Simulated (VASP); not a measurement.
Set up this calculation in VASP 6.6.1, as the native input.

| Quantity | Value |
| --- | --- |
| Task | relaxation of cell and atoms |
| Functional | PBEsol |
| Dispersion | D3(BJ) |
| Potentials or basis | VASP PAW PBE potentials, release 64 (Se) |
| Cutoff | 600 eV |
| k mesh | 22 × 22 × 22 |
| Occupations | gaussian, width 0.1 eV |
| Spin | no spin polarisation |
| Target pressure | 185 GPa |
| Dipole correction | no |
| Further INCAR settings | ALGO = Fast; EDIFF = 1e-06; IBRION = 2; EDIFFG = -0.002; NSW = 100; ISIF = 3 |
| Target pressure | 185 GPa |

The structure of Se lies in POSCAR:

```
Se
1.0
   -1.3802661468      1.3802661468      1.3802661468
    1.3802661468     -1.3802661468      1.3802661468
    1.3802661468      1.3802661468     -1.3802661468
Se
1
Direct
    0.0000000000      0.0000000000      0.0000000000
```

This isn't the form of Se at room conditions, which is trigonal, of chains.

The input as run:

INCAR

```
ALGO = Fast ; EDIFF = 1E-6
EDIFFG = -0.002 ; ENCUT = 600
GGA = PS ; IBRION = 2
ISIF = 3 ; ISMEAR = 0
IVDW = 12 ; LASPH = True
LCHARG = False ; LREAL = False
LWAVE = False ; NELM = 100
NSW = 100 ; PREC = Accurate
PSTRESS = 1850.0 ; SIGMA = 0.1
```

KPOINTS

```
k-points
0
Gamma
  22 22 22
```

Potentials or basis: VASP PAW PBE potentials, release 64 (Se).

Command:

```sh
$ cat potpaw_PBE.64/Se/POTCAR > POTCAR
$ mpirun -np 1 vasp_std > vasp.out
```

Results of the run:

- Relaxed volume: 10.57 Å³/atom
- Relaxed cell: a = 2.395 Å, b = 2.395 Å, c = 2.395 Å, α = 109.47°, β = 109.47°, γ = 109.47°
- Space group after relaxing (to 0.05 Å): Im-3m (No. 229)
- Energy change on relaxing (the enthalpy is what falls): -65.4 meV/atom
- Ionic steps: 4
- Pressure after relaxing: 185.0 GPa
- Band gap on the k mesh: none (metal or under the smearing width)
- Dispersion energy per atom: -0.723 eV

Caveat: the cell is relaxed towards a set pressure, so the enthalpy falls and the energy may rise; the PAW data sets were made with another functional, which shifts forces and pressure a little; pairwise dispersion overbinds metals, which lowers pressure and volume.

Wall time 22 s on 1 thread of Intel(R) Xeon(R) 6975P-C (Granite Rapids), with other jobs on the host, peak memory 0.16 GiB.
